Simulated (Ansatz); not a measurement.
**ZrO2 under changes of volume**

One of the cells (10.990 Å³/atom); the others are scaled copies at fixed shape and fractional positions:

```
CELL_PARAMETERS angstrom
0.00000 2.54507 2.54507
2.54507 0.00000 2.54507
2.54507 2.54507 0.00000
ATOMIC_POSITIONS crystal
Zr 0.00000 0.00000 0.00000
O 0.75000 0.75000 0.75000
O 0.25000 0.25000 0.25000
```

Measurements of this composition are mostly on another form, of space group No. 14.

| Property | Result |
| --- | --- |
| Program | Ansatz 0.2.0 |
| Functional | PBEsol |
| Potentials or basis | Ansatz PAW |
| Cutoff | 420 eV (not typed: the program's choice for these potentials) |
| k mesh | 9 × 9 × 9 |
| Occupations | fermi-dirac, width 0.05 eV |
| Spin | no spin polarisation |

| volume (Å³/atom) | energy over the lowest point (meV/atom) | pressure (GPa) | gap on the mesh (eV) |
| --- | --- | --- | --- |
| 10.331 | ? | ? | ? |
| 10.551 | 5.44 | 6.8 | 3.45 |
| 10.770 | 0.00 | 1.2 | 3.39 |
| 10.990 | 1.81 | -3.8 | 3.34 |
| 11.210 | 10.20 | -8.3 | 3.28 |
| 11.430 | 24.50 | -12.4 | 3.23 |
| 11.650 | 44.03 | -16.1 | 3.18 |

What does the run at 10.331 Å³/atom give?

Energy over the lowest point 19.09 meV/atom; pressure 13.1 GPa; gap on the mesh 3.50 eV.

Worked out: A Birch-Murnaghan fit of order 3 (a polynomial in V^(-2/3)) to the other rows has its minimum at 10.82 Å³/atom with B0 = V·E''(V) = 255 GPa and B' = 4.4. It gives 19.08 meV/atom at 10.331 Å³/atom, against the run's 19.09, and -dE/dV = 13.1 GPa, against 13.1. A straight line through the other rows of the gap, of slope -2.72 eV per unit of ln V, extrapolates to 3.51 eV, against the run's 3.50.

Energies are extrapolated to zero smearing.

Caveats: odd divisions of the mesh miss points on the zone boundary, where band edges often lie, so the gap on the mesh can be too wide; the PAW data sets come from PBE, with cores solved anew for the run's functional, which leaves a small shift of forces and pressure.

A mesh can miss the band edges. Spin-orbit coupling on Zr is left out.
